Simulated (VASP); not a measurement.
# Ti (P6_3/mmc) in VASP: a series of runs

The runs below take Ti through relaxation of cell and atoms, with PBE.

Program: VASP 6.6.1. These are calculated values, not measurements. Logs are shortened: lines on timing, memory, paths and dates and some standing lists are left out, and cuts for length are marked.

## 1. The structure

Symmetry: P6_3/mmc, No. 194, hexagonal system. The conventional cell has a = 2.950 Å, b = 2.950 Å, c = 4.680 Å, α = 90.00°, β = 90.00°, γ = 120.00°. Ti (site symmetry -6m2) has 12 Ti at 2.89 to 2.95 Å as nearest neighbours.

## 2. Relaxation of cell and atoms, PBE

INCAR reads:

```
SYSTEM = Ti
  ALGO = Fast
  EDIFF = 1E-7
  EDIFFG = -0.002
  ENCUT = 520
  GGA = PE
  IBRION = 2
  ISIF = 3
  ISMEAR = 0
  LASPH = .TRUE.
  LCHARG = .FALSE.
  LREAL = .FALSE.
  LWAVE = .FALSE.
  NELM = 60
  NSW = 80
  PREC = Accurate
  SIGMA = 0.1
```

KPOINTS reads:

```
k-points
0
G
  6 6 4
  0 0 0
```

POSCAR reads:

```
Ti
1.0
    2.9500000000      0.0000000000      0.0000000000
   -1.4750000000      2.5547749400      0.0000000000
    0.0000000000      0.0000000000      4.6800000000
Ti
2
Direct
    0.3333333300      0.6666666700      0.2500000000
    0.6666666700      0.3333333300      0.7500000000
```

Potentials or basis: VASP PAW PBE potentials, release 64 (Ti_sv).

The run is started by

```
$ cat potpaw_PBE.64/Ti_sv/POTCAR > POTCAR
$ mpirun -np 1 vasp_std > vasp.out
```

OUTCAR:

```text
SYSTEM = Ti
   EDIFF = 1E-7
   EDIFFG = -0.002
   ENCUT = 520
   GGA = PE
   IBRION = 2
   ISIF = 3
   ISMEAR = 0
   LASPH = .TRUE.
   LREAL = .FALSE.
   NELM = 60
   NSW = 80
   PREC = Accurate

 ion  position               nearest neighbor table
   1  0.333  0.667  0.250-   2 2.89   2 2.89   2 2.89   2 2.89   2 2.89   2 2.89
   2  0.667  0.333  0.750-   1 2.89   1 2.89   1 2.89   1 2.89   1 2.89   1 2.89

  LATTYP: Found a hexagonal cell.
 ALAT       =     2.9500000000
 C/A-ratio  =     1.5864406780

  Lattice vectors:

 A1 = (   2.9500000000,   0.0000000000,   0.0000000000)
 A2 = (  -1.4750000000,   2.5547749400,   0.0000000000)
 A3 = (   0.0000000000,   0.0000000000,   4.6800000000)

Analysis of symmetry for initial positions (statically):
=====================================================================
 Subroutine PRICEL returns:
 Original cell was already a primitive cell.

 Routine SETGRP: Setting up the symmetry group for a
 hexagonal supercell.

 Subroutine GETGRP returns: Found 24 space group operations
 (whereof 12 operations were pure point group operations)
 out of a pool of 24 trial point group operations.

The static configuration has the point symmetry D_3d.
 The point group associated with its full space group is D_6h.

Analysis of symmetry for dynamics (positions and initial velocities):
=====================================================================
 Subroutine PRICEL returns:
 Original cell was already a primitive cell.

 Routine SETGRP: Setting up the symmetry group for a
 hexagonal supercell.

 Subroutine GETGRP returns: Found 24 space group operations
 (whereof 12 operations were pure point group operations)
 out of a pool of 24 trial point group operations.

The dynamic configuration has the point symmetry D_3d.
 The point group associated with its full space group is D_6h.

 Subroutine INISYM returns: Found 24 space group operations
 (whereof 12 operations are pure point group operations),
 and found     1 'primitive' translations

----------------------------------------------------------------------------------------

                                     Primitive cell

  volume of cell :      35.2712

  direct lattice vectors                    reciprocal lattice vectors
     2.950000000  0.000000000  0.000000000     0.338983051  0.195711956  0.000000000
    -1.475000000  2.554774940  0.000000000     0.000000000  0.391423911  0.000000000
     0.000000000  0.000000000  4.680000000     0.000000000  0.000000000  0.213675214

  length of vectors
     2.950000000  2.949999999  4.680000000     0.391423911  0.391423911  0.213675214

  position of ions in fractional coordinates (direct lattice)
     0.333333330  0.666666670  0.250000000
     0.666666670  0.333333330  0.750000000

  ion indices of the primitive-cell ions
   primitive index   ion index
                 1           1
                 2           2

----------------------------------------------------------------------------------------

 KPOINTS: k-points

Automatic generation of k-mesh.
 Grid dimensions read from file:
 generate k-points for:    6    6    4

 Generating k-lattice:

  Cartesian coordinates                     Fractional coordinates (reciprocal lattice)
     0.056497175  0.032618659  0.000000000     0.166666667 -0.000000000  0.000000000
     0.000000000  0.065237319  0.000000000     0.000000000  0.166666667  0.000000000
     0.000000000  0.000000000  0.053418803     0.000000000  0.000000000  0.250000000

  Length of vectors
     0.065237319  0.065237319  0.053418803

  Shift w.r.t. Gamma in fractional coordinates (k-lattice)
     0.000000000  0.000000000  0.000000000

 Subroutine IBZKPT returns following result:
 ===========================================

 Found     21 irreducible k-points:

 Following reciprocal coordinates:
            Coordinates               Weight
  0.000000  0.000000  0.000000      1.000000
  0.166667 -0.000000  0.000000      6.000000
  0.333333 -0.000000  0.000000      6.000000
  0.500000 -0.000000  0.000000      3.000000
  0.166667  0.166667  0.000000      6.000000
  0.333333  0.166667  0.000000     12.000000
[... 13 lines left out ...]
  0.333333  0.166667  0.500000     12.000000
  0.333333  0.333333  0.500000      2.000000
   k-points           NKPTS =     21   k-points in BZ     NKDIM =     21   number of bands    NBANDS=     16
   number of dos      NEDOS =    301   number of ions     NIONS =      2
   total plane-waves  NPLWV =  20736
   dimension x,y,z NGX =    24 NGY =   24 NGZ =   36
   dimension x,y,z NGXF=    48 NGYF=   48 NGZF=   72
   ions per type =               2
   NGX,Y,Z   is equivalent  to a cutoff of  13.53, 13.53, 12.79 a.u.
   NGXF,Y,Z  is equivalent  to a cutoff of  27.05, 27.05, 25.58 a.u.
 SYSTEM =  Ti
   PREC   = accura    normal or accurate (medium, high low for compatibility)
   ISTART =      0    job   : 0-new  1-cont  2-samecut
   ICHARG =      2    charge: 1-file 2-atom 10-const
   ISPIN  =      1    spin polarized calculation?
   LNONCOLLINEAR =      F non collinear calculations
   LSORBIT =      F    spin-orbit coupling
   LASPH  =      T    aspherical Exc in radial PAW
   ENCUT  =  520.0 eV  38.22 Ry    6.18 a.u.   5.49  5.49  8.70*2*pi/ulx,y,z
   NELM   =     60;   NELMIN=  2; NELMDL= -5     # of ELM steps
   EDIFF  = 0.1E-06   stopping-criterion for ELM
   LREAL  =      F    real-space projection
   EDIFFG = -.2E-02   stopping-criterion for IOM
   NSW    =     80    number of steps for IOM
   IBRION =      2    ionic relax: 0-MD 1-quasi-New 2-CG
   NFREE  =      1    steps in history (QN), initial steepest desc. (CG)
   ISIF   =      3    stress and relaxation
   ISYM   =      2    0-nonsym 1-usesym 2-fastsym
   POTIM  = 0.5000    time-step for ionic-motion
   TEBEG  =    0.0;   TEEND  =   0.0 temperature during run
   PSTRESS=    0.0 pullay stress
   NELECT =      24.0000    total number of electrons
   NUPDOWN=      -1.0000    fix difference up-down
   EMIN   =  10.00;   EMAX   =-10.00  energy-range for DOS
   EFERMI =   0.00;   METHOD = LEGACY
   ISMEAR =     0;   SIGMA  =   0.10  broadening in eV -4-tet -1-fermi 0-gaus
   EFERMI_NEDOS =   21; number of points for ismear=-14 and -15
   IALGO  =     68    algorithm
   IMIX   =      4    mixing-type and parameters
     AMIX     =   0.40;   BMIX     =  1.00
     AMIX_MAG =   1.60;   BMIX_MAG =  1.00
  volume/ion in A,a.u.               =      17.64       119.01
  Fermi-wavevector in a.u.,A,eV,Ry     =   1.439920  2.721055 28.209912  2.073370
  Thomas-Fermi vector in A             =   2.558722
   LORBIT       =      0    0 simple, 1 ext, 2 COOP (PROOUT), +10 PAW based schemes
   GGA     = PE    functional components
   LHFCALC =     F    Hartree Fock is set to
   AEXX    =    0.0000 exact exchange contribution
   IVDW    =     0    specifies the selected vdW correction
   LEPSILON=     F    determine dielectric tensor
   LRPA    =     F    only Hartree local field effects (RPA)
 conjugate gradient relaxation of ions
 non-spin polarized calculation
 RMM-DIIS sequential band-by-band and
 Gauss-broadening in eV      SIGMA  =   0.10
  energy-cutoff  :      520.00
  volume of cell :       35.27
 maximum number of plane-waves:       966
 NGX is ok and might be reduce to    24
   NGX = 11   NGY = 11   NGZ = 17

--------------------------------------- Ionic step        1  -------------------------------------------

 number of electron      24.0000002 magnetization

 Free energy of the ion-electron system (eV)
  ---------------------------------------------------
  ext. energy  EPLUGINS =         0.00000000
  ---------------------------------------------------
  free energy    TOTEN  =       -15.65990972 eV

  energy without entropy =      -15.64151687  energy(sigma->0) =      -15.65071329

------------------------ aborting loop because EDIFF is reached ----------------------------------------

  FORCE on cell =-STRESS in cart. coord.  units (eV):
  Direction    XX          YY          ZZ          XY          YZ          ZX
  --------------------------------------------------------------------------------------
  -------------------------------------------------------------------------------------
  Total       -0.4982615     -0.4982615     -0.3407557      0.0000000      0.0000000      0.0000000
  in kB      -22.6332735    -22.6332735    -15.4786522      0.0000000      0.0000000      0.0000000
  external PRESSURE =     -20.2483997 kB  Pullay stress =       0.0000000 kB
[... 89 lines left out ...]
  FREE ENERGIE OF THE ION-ELECTRON SYSTEM (eV)
  ---------------------------------------------------
  free  energy   TOTEN  =       -15.6632039510 eV

  energy  without entropy=      -15.6453004963  energy(sigma->0) =      -15.65425222

[... ionic steps 4 to 10 ...]

--------------------------------------- Ionic step       11  -------------------------------------------

 number of electron      23.9999995 magnetization

------------------------ aborting loop because EDIFF is reached ----------------------------------------

  FORCE on cell =-STRESS in cart. coord.  units (eV):
  Direction    XX          YY          ZZ          XY          YZ          ZX
  --------------------------------------------------------------------------------------
  -------------------------------------------------------------------------------------
  Total       -0.0113424     -0.0113424     -0.0120110      0.0000000      0.0000000      0.0000000
  in kB       -0.5234103     -0.5234103     -0.5542643      0.0000000      0.0000000      0.0000000
  external PRESSURE =      -0.5336950 kB  Pullay stress =       0.0000000 kB
[... 57 lines left out ...]
  energy  without entropy=      -15.6460607717  energy(sigma->0) =      -15.65483429

--------------------------------------- Ionic step       13  -------------------------------------------

 number of electron      23.9999995 magnetization

 Free energy of the ion-electron system (eV)
  ---------------------------------------------------
  ext. energy  EPLUGINS =         0.00000000
  ---------------------------------------------------
  free energy    TOTEN  =       -15.66360709 eV

  energy without entropy =      -15.64606584  energy(sigma->0) =      -15.65483647

 E-fermi :   8.4232     XC(G=0): -11.5027

 val. band max:        8.3905184189   @ k =   0.0000   0.0000   0.5000
 cond. band min:       8.4358930568   @ k =   0.0000   0.0000   0.2500
 fundamental gap:      0.0453746379
 Fermi energy:         8.4231503269

 k-point     1 :       0.0000    0.0000    0.0000
  band No.  band energies     occupation
      1     -48.4943      2.00000
      2     -48.3631      2.00000
      3     -25.0710      2.00000
      4     -24.4313      2.00000
      5     -24.4313      2.00000
      6     -24.3776      2.00000
[... 8 lines left out ...]
     15       9.6221      0.00000
     16       9.6221      0.00000
[... 407 lines left out ...]
  FREE ENERGIE OF THE ION-ELECTRON SYSTEM (eV)
  ---------------------------------------------------
  free  energy   TOTEN  =       -15.6636070922 eV

  energy  without entropy=      -15.6460658426  energy(sigma->0) =      -15.65483647

 reached required accuracy - stopping structural energy minimisation
```

It took 5.5 min on 1 thread of Intel Xeon Platinum 8375C at 2.90GHz (Ice Lake), shared host; peak memory 0.16 GiB.

What came out:

```
Free energy                            : -15.6636 eV
Relaxed volume                         : 17.35 Å³/atom
Relaxed cell                           : a = 2.923 Å, b = 2.923 Å, c = 4.689 Å, α = 90.00°, β = 90.00°, γ = 120.00°
Space group after relaxing (to 0.05 Å) : P6_3/mmc (No. 194)
Energy gained by relaxing              : 1.8 meV/atom
Ionic steps                            : 13
Pressure after relaxing                : 0.0 GPa
Band gap on the k mesh                 : none (metal or under the smearing width)
```

The path:
```tsv
step	energy change (eV)	largest force (eV/Å)	pressure (GPa)	volume (Å³)
1	0.0000	0.0000	-2.02	35.27
2	-0.0004	0.0000	1.73	34.15
3	-0.0033	0.0000	-0.05	34.72
4	-0.0033	0.0000	0.03	34.69
5	-0.0033	0.0000	0.06	34.67
6	-0.0035	0.0000	0.07	34.68
7	-0.0037	0.0000	0.06	34.68
8	-0.0037	0.0000	0.05	34.68
9	-0.0037	0.0000	0.05	34.68
10	-0.0037	0.0000	0.05	34.68
11	-0.0037	0.0000	-0.05	34.72
12	-0.0037	0.0000	-0.05	34.70
13	-0.0037	0.0000	0.01	34.69
```

Final structure:
```
Ti
1.0
     2.92300    0.00000    0.00000
    -1.46150    2.53139    0.00000
     0.00000    0.00000    4.68851
Ti
2
Cartesian
  0.0000 1.6876 1.1721
  1.4615 0.8438 3.5164
```

Caveat: the k mesh is coarse (spacing up to 0.41 Å⁻¹), so the values aren't converged.

## 3. Relaxation of cell and atoms, PBE

This run uses another cell than the first one, of 17.35 Å³/atom, 0.984 times its volume.

INCAR is that of step 2.

KPOINTS is that of step 2.

POSCAR reads:

```
Ti                                      
1.0
    2.9229963656     -0.0000000000      0.0000000000
   -1.4614981828      2.5313891066     -0.0000000000
    0.0000000000     -0.0000000000      4.6885064069
  Ti            
     2
Direct
     0.3333333300000021    0.6666666699999979    0.2500000000000000
     0.6666666699999979    0.3333333300000021    0.7500000000000000
```

Potentials or basis: VASP PAW PBE potentials, release 64 (Ti_sv).

The run is started by

```
$ cat potpaw_PBE.64/Ti_sv/POTCAR > POTCAR
$ mpirun -np 1 vasp_std > vasp.out
```

Wall time 56 s (1 thread of Intel Xeon Platinum 8375C at 2.90GHz (Ice Lake), shared host); peak memory 0.15 GiB.

The run converged. Its results:

```
Free energy             : -15.6634 eV
Pressure after relaxing : 0.0 GPa
Band gap on the k mesh  : none (metal or under the smearing width)
```

Final structure:
```
Ti
1.0
     2.92300    0.00000    0.00000
    -1.46150    2.53139    0.00000
     0.00000    0.00000    4.68851
Ti
2
Direct
  0.33333 0.66667 0.25000
  0.66667 0.33333 0.75000
```

Levels at points of the mesh, in eV from the Fermi level:
| k point | band 9 | band 10 | band 11 | band 12 | band 13 | band 14 | band 15 | band 16 |
| --- | --- | --- | --- | --- | --- | --- | --- | --- |
| (0.00, 0.00, 0.00) | -6.29 | -2.77 | 0.59 | 0.72 | 0.72 | 0.74 | 1.20 | 1.20 |
| (0.50, 0.00, 0.00) | -2.41 | -2.23 | -1.93 | -0.65 | 0.48 | 0.52 | 1.06 | 3.32 |
| (0.00, 0.00, 0.50) | -4.46 | -4.46 | -0.03 | -0.03 | 0.65 | 0.65 | 0.65 | 0.65 |
| (0.50, 0.00, 0.50) | -2.62 | -2.62 | -0.91 | -0.91 | 1.27 | 1.27 | 1.70 | 1.70 |

Caveat: the k mesh is coarse (spacing up to 0.41 Å⁻¹), so the values aren't converged; the relaxation stopped at its first step, so nothing moved.
